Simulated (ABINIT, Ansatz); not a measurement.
**F (C2/c): G0W0 on several meshes in ABINIT**

Wanted: mesh dependence and cost of G0W0 for F (C2/c).

Method: LDA and many-body steps on it, plane waves, in ABINIT 10.8.3.

This is a report of a sequence of runs, with most program output left out.

### Step 1. The structure

Symmetry: C2/c, No. 15, monoclinic system. The conventional cell has a = 5.113 Å, b = 3.168 Å, c = 6.622 Å, α = 90.00°, β = 94.87°, γ = 90.00°. Nearest to F lie 1 F at 1.41 Å.

Coordinates:

```cif
data_structure
_symmetry_space_group_name_H-M 'P 1'
_symmetry_Int_Tables_number 1
_cell_length_a 3.0073
_cell_length_b 3.0073
_cell_length_c 6.6216
_cell_angle_alpha 94.138
_cell_angle_beta 94.138
_cell_angle_gamma 63.569
_cell_volume 53.43
loop_
_atom_site_label
_atom_site_type_symbol
_atom_site_fract_x
_atom_site_fract_y
_atom_site_fract_z
_atom_site_occupancy
F1 F 0.59583 0.91534 0.59796 1
F2 F 0.08466 0.40417 0.90204 1
F3 F 0.40417 0.08466 0.40204 1
F4 F 0.91534 0.59583 0.09796 1
```

The cell and positions are those that the Materials Project relaxed with its own functionals (PBE, PBE+U or r2SCAN), kept fixed.

### Step 2. Empty states on the mesh, 4×4×2 mesh, 108 bands

This step: ABINIT 10.8.3; DFT, LDA, plane waves, norm-conserving pseudopotentials.

The sums over transitions need many empty states on a uniform mesh; this step solves for them.

run.abi

```
acell 3*1.0 Angstrom
rprim 
  2.556322424600 -1.584027248600 -0.000000000000
  2.556322424600 1.584027248600 -0.000000000000
  -0.562110604000 -0.000000000000 6.597708898900
ntypat 1
znucl 9
natom 4
typat 1 1 1 1
xred 
  0.595832880000 0.915335970000 0.597955500000
  0.084664030000 0.404167120000 0.902044500000
  0.404167120000 0.084664030000 0.402044500000
  0.915335970000 0.595832880000 0.097955500000
pp_dirpath "pseudos"
pseudos "F.upf"
ecut 36
ngkpt 4 4 2
nshiftk 1
shiftk 0 0 0
kptopt 1
chksymbreak 0
irdden 1
istwfk *1
nband 108
prtvol 0
optdriver 6
gwr_task "HDIAGO"
paral_kgb 0
occopt 1
indata_prefix "in"
outdata_prefix "out"
tmpdata_prefix "tmp"
```

Run with:

```
> OMP_NUM_THREADS=1 mpirun -n 4 abinit run.abi > log
```

Wall time 3.4 min (4 MPI ranks of Arm Neoverse N1, shared host); peak memory 3.2 GiB.

This step gave:

- gap: 2.348 eV
- k of the valence top: 0, 0, 0
- k of the conduction bottom: 0, 0, 0
- least direct gap: 2.348 eV
- k points computed: 14
- lowest point of the top converged band, above the valence top: 77.6368 eV

On this mesh the gap is 2.348 eV.

The density comes from a self-consistent run that is not shown.

### Step 3. Screening, 4×4×2 mesh, 49 bands, screening to 114.3 eV

The RPA dielectric matrix is built and inverted for each q.

This step: RPA screening on LDA, plane waves, norm-conserving pseudopotentials.

Edit run.abi of step 2 so:

```diff
@@ -22,10 +22,11 @@
 chksymbreak 0
-irdden 1
 istwfk *1
-nband 108
-prtvol 0
-optdriver 6
-gwr_task "HDIAGO"
-paral_kgb 0
 occopt 1
+irdwfk 1
+optdriver 3
+nband 49
+ecuteps 4.2
+inclvkb 2
+awtr 1
+symchi 1
 indata_prefix "in"
```

It took 38 s on 4 MPI ranks; peak memory 0.92 GiB.

This step gave:

```
ε∞ with local fields, on this mesh, along the program's q direction : 2.059
the same without local fields                                       : 2.347
plasma frequency                                                    : 26.88 eV
plane waves in the screening matrix                                 : 155
```

Local fields lower ε∞ by 12 %. On a Γ-centred mesh this coarse the value itself is usually too large, while a short band sum pulls it down.

### Step 4. 4×4×2

The self-energy is evaluated for the states that the input lists, and the levels follow from it, in one-shot runs by the linearised quasiparticle equation.

This step: G0W0 on LDA, plane waves, norm-conserving pseudopotentials.

Edit run.abi of step 3 so:

```diff
@@ -25,8 +25,15 @@
 irdwfk 1
-optdriver 3
+optdriver 4
 nband 49
+gwcalctyp 0
+ecutsigx 36
+symsigma 1
+nkptgw 1
+kptgw 
+  0.0000000000 0.0000000000 0.0000000000
+bdgw 
+  13 16
 ecuteps 4.2
-inclvkb 2
-awtr 1
-symchi 1
+irdscr 1
+ppmodel 1
 indata_prefix "in"
```

It took 4.3 s on 4 MPI ranks; peak memory 0.61 GiB.

This step gave:

```yaml
g0w0_gap_on_the_points_computed: 8.274 eV
starting_gap_on_the_mesh: 2.348 eV
k_of_the_valence_top: 0, 0, 0
k_of_the_conduction_bottom: 0, 0, 0
z_at_the_valence_top: 0.794
z_at_the_conduction_bottom: 0.806
least_direct_g0w0_gap_on_the_computed_points: 8.274 eV
```

The gap on the mesh goes from 2.35 eV to 8.27 eV, a correction of +5.93 eV.

### Step 5. Empty states on the mesh, 4×4×1 mesh, 53 bands

This step: DFT, LDA, plane waves, norm-conserving pseudopotentials.

Edit run.abi of step 4 so:

```diff
@@ -17,3 +17,3 @@
 ecut 36
-ngkpt 4 4 2
+ngkpt 4 4 1
 nshiftk 1
@@ -22,18 +22,10 @@
 chksymbreak 0
+iscf -2
+irdden 1
 istwfk *1
-occopt 1
-irdwfk 1
-optdriver 4
-nband 49
-gwcalctyp 0
-ecutsigx 36
-symsigma 1
-nkptgw 1
-kptgw 
-  0.0000000000 0.0000000000 0.0000000000
-bdgw 
-  13 16
-ecuteps 4.2
-irdscr 1
-ppmodel 1
+nband 53
+nbdbuf 4
+tolwfr 1e-09
+nstep 60
+prtvol 0
 indata_prefix "in"
```

It took 9.6 s on 4 MPI ranks; peak memory 0.27 GiB.

Numbers from this step:

```
gap                                                           : 2.348 eV
k of the valence top                                          : 0, 0, 0
k of the conduction bottom                                    : 0, 0, 0
least direct gap                                              : 2.348 eV
k points computed                                             : 7
lowest point of the top converged band, above the valence top : 44.62 eV
```

On this mesh the gap is 2.348 eV.

### Step 6. Screening, 4×4×1 mesh, 49 bands, screening to 114.3 eV

This step: RPA screening on LDA, plane waves, norm-conserving pseudopotentials.

Edit run.abi of step 5 so:

```diff
@@ -22,10 +22,11 @@
 chksymbreak 0
-iscf -2
-irdden 1
 istwfk *1
-nband 53
-nbdbuf 4
-tolwfr 1e-09
-nstep 60
-prtvol 0
+occopt 1
+irdwfk 1
+optdriver 3
+nband 49
+ecuteps 4.2
+inclvkb 2
+awtr 1
+symchi 1
 indata_prefix "in"
```

It took 12 s on 4 MPI ranks; peak memory 0.61 GiB.

Numbers from this step:

| Property | Result |
| --- | --- |
| ε∞ with local fields, on this mesh, along the program's q direction | 1.950 |
| the same without local fields | 2.237 |
| plasma frequency | 26.88 eV |
| plane waves in the screening matrix | 155 |

### Step 7. 4×4×1

This step: G0W0 on LDA, plane waves, norm-conserving pseudopotentials.

Edit run.abi of step 6 so:

```diff
@@ -25,8 +25,15 @@
 irdwfk 1
-optdriver 3
+optdriver 4
 nband 49
+gwcalctyp 0
+ecutsigx 36
+symsigma 1
+nkptgw 1
+kptgw 
+  0.0000000000 0.0000000000 0.0000000000
+bdgw 
+  13 16
 ecuteps 4.2
-inclvkb 2
-awtr 1
-symchi 1
+irdscr 1
+ppmodel 1
 indata_prefix "in"
```

Wall time 3.1 s (4 MPI ranks); peak memory 0.33 GiB; 12 s of CPU time.

Numbers from this step:

```yaml
g0w0_gap_on_the_points_computed: 8.325 eV
starting_gap_on_the_mesh: 2.348 eV
k_of_the_valence_top: 0, 0, 0
k_of_the_conduction_bottom: 0, 0, 0
z_at_the_valence_top: 0.793
z_at_the_conduction_bottom: 0.805
least_direct_g0w0_gap_on_the_computed_points: 8.325 eV
```

Against G0W0 in ABINIT (4×4×2 mesh, 49 bands, screening to 114.3 eV, Godby-Needs plasmon pole), the gap moves by +0.051 eV.

### Step 8. Empty states on the mesh, 6×6×2 mesh, 53 bands

This step: DFT, LDA, plane waves, norm-conserving pseudopotentials.

Edit run.abi of step 7 so:

```diff
@@ -17,3 +17,3 @@
 ecut 36
-ngkpt 4 4 1
+ngkpt 6 6 2
 nshiftk 1
@@ -22,18 +22,10 @@
 chksymbreak 0
+iscf -2
+irdden 1
 istwfk *1
-occopt 1
-irdwfk 1
-optdriver 4
-nband 49
-gwcalctyp 0
-ecutsigx 36
-symsigma 1
-nkptgw 1
-kptgw 
-  0.0000000000 0.0000000000 0.0000000000
-bdgw 
-  13 16
-ecuteps 4.2
-irdscr 1
-ppmodel 1
+nband 53
+nbdbuf 4
+tolwfr 1e-09
+nstep 60
+prtvol 0
 indata_prefix "in"
```

Wall time 30 s (4 MPI ranks); peak memory 0.33 GiB.

Numbers from this step:

```
gap                                                           : 2.348 eV
k of the valence top                                          : 0, 0, 0
k of the conduction bottom                                    : 0, 0, 0
least direct gap                                              : 2.348 eV
k points computed                                             : 26
lowest point of the top converged band, above the valence top : 44.35 eV
```

On this mesh the gap is 2.348 eV.

### Step 9. Screening, 6×6×2 mesh, 49 bands, screening to 114.3 eV

This step: RPA screening on LDA, plane waves, norm-conserving pseudopotentials.

Edit run.abi of step 8 so:

```diff
@@ -22,10 +22,11 @@
 chksymbreak 0
-iscf -2
-irdden 1
 istwfk *1
-nband 53
-nbdbuf 4
-tolwfr 1e-09
-nstep 60
-prtvol 0
+occopt 1
+irdwfk 1
+optdriver 3
+nband 49
+ecuteps 4.2
+inclvkb 2
+awtr 1
+symchi 1
 indata_prefix "in"
```

Run time: 2.5 min. Hardware: 4 MPI ranks; peak memory 1.4 GiB; 9.8 min of CPU time.

Numbers from this step:

- ε∞ with local fields, on this mesh, along the program's q direction: 2.060
- the same without local fields: 2.348
- plasma frequency: 26.88 eV
- plane waves in the screening matrix: 155

### Step 10. 6×6×2

This step: G0W0 on LDA, plane waves, norm-conserving pseudopotentials.

Edit run.abi of step 9 so:

```diff
@@ -25,8 +25,15 @@
 irdwfk 1
-optdriver 3
+optdriver 4
 nband 49
+gwcalctyp 0
+ecutsigx 36
+symsigma 1
+nkptgw 1
+kptgw 
+  0.0000000000 0.0000000000 0.0000000000
+bdgw 
+  13 16
 ecuteps 4.2
-inclvkb 2
-awtr 1
-symchi 1
+irdscr 1
+ppmodel 1
 indata_prefix "in"
```

The job ended after 6.5 s (4 MPI ranks; peak memory 1 GiB).

Numbers from this step:

```yaml
g0w0_gap_on_the_points_computed: 8.415 eV
starting_gap_on_the_mesh: 2.348 eV
k_of_the_valence_top: 0, 0, 0
k_of_the_conduction_bottom: 0, 0, 0
least_direct_g0w0_gap_on_the_computed_points: 8.415 eV
```

Against G0W0 in ABINIT (4×4×2 mesh, 49 bands, screening to 114.3 eV, Godby-Needs plasmon pole), the gap moves by +0.141 eV.

### Step 11. The runs together

Times are wall times on 4 MPI ranks of Arm Neoverse N1, shared host, good to a factor of about two. A run's time includes the screening step that it read.

```
  run   mesh  bands  screening cutoff (eV)  DFT gap (eV)  gap on the mesh (eV)  direct (eV)  ε∞ used     time
4×4×2  4×4×2     49                  114.3         2.348                 8.274        8.274     2.06     43 s
4×4×1  4×4×1     49                  114.3         2.348                 8.325        8.325     1.95     15 s
6×6×2  6×6×2     49                  114.3         2.348                 8.415        8.415     2.06  2.6 min
```

### Step 12. Outcome

```json
{
  "4×4×2": "8.274 eV",
  "4×4×1": "8.325 eV",
  "6×6×2": "8.415 eV",
  "known limits": "not at the basis limit; coarse k mesh"
}
```

**Reading.** 4×4×1: +0.051 eV against 4×4×2. 6×6×2: +0.141 eV against 4×4×2. Bands and cutoff are finite, so the gap is not at the basis limit. The miss can reach some tenths of an eV and take either sign; the mesh is an error of its own. In the G0W0 runs levels were corrected at 1 k point alone, so a gap called «on the mesh» is the least over those, and an edge elsewhere would be missed. The 4×4×2 mesh is coarse for this cell, which bears on the long-range parts of exchange and screening.

[Paths, hosts, dates, memory and timing lines, banners, echoed tables and standing remarks are left out of the program output.]

[Logs are printed without paths, hosts, clocks, repeated set-up lines and the standing remarks that a program may print on its own settings, such as how far it seeks lower states.]

[Runs of the session that timed out or met a known fault of the program may be left out.]

[Hosts, paths, dates, database ids (printed as entryN), source tags and the programs' standing remarks are cut or masked in the printed files.]

[G0W0 gaps are taken among the corrected bands and points alone; a level outside them can change the order at an edge.]

[Where Ansatz stands beside ABINIT at settings called matched, ABINIT's density can come from a denser mesh and the files from another edition; pairs whose starting gaps differed by over 0.03 eV were left out, so agreement reads better than it is.]
